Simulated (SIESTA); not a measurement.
**Na under changes of volume**

One of the cells (40.041 Å³/atom); the others are scaled copies at fixed shape and fractional positions:

```
CELL_PARAMETERS angstrom
-2.15518 2.15518 2.15518
2.15518 -2.15518 2.15518
2.15518 2.15518 -2.15518
ATOMIC_POSITIONS crystal
Na 0.00000 0.00000 0.00000
```

* Program: SIESTA 5.4.2
* Functional: PBE
* Potentials or basis: PseudoDojo 0.4 standard (PBE files)
* Basis: DZP (energy shift 0.003 Ry; two zetas on semicore shells)
* Grid cutoff: 800 Ry
* Energy shift: 0.003 Ry
* k mesh: 9 × 9 × 9
* Occupations: fermi-dirac, width 0.05 eV
* Spin: no spin polarisation

| volume (Å³/atom) | energy over the lowest point (meV/atom) | pressure (GPa) |
| --- | --- | --- |
| 36.901 | 0.31 | 0.2 |
| 37.686 | 0.00 | 0.0 |
| 38.471 | 0.49 | -0.2 |
| 40.041 | ? | ? |
| 40.827 | 6.08 | -0.6 |
| 41.612 | 9.14 | -0.7 |

Task: What does the run at 40.041 Å³/atom give?

Result: Energy over the lowest point 3.58 meV/atom; pressure -0.4 GPa.

Worked out: A Birch-Murnaghan fit of order 3 (a polynomial in V^(-2/3)) to the other rows has its minimum at 37.59 Å³/atom with B0 = V·E''(V) = 7.8 GPa and B' = 3.1. It gives 3.58 meV/atom at 40.041 Å³/atom, against the run's 3.58, and -dE/dV = -0.4 GPa, against -0.4.

Energies are extrapolated to zero smearing.

Caveats: the basis of atomic orbitals isn't converged, which shifts pressures, moduli and gaps.
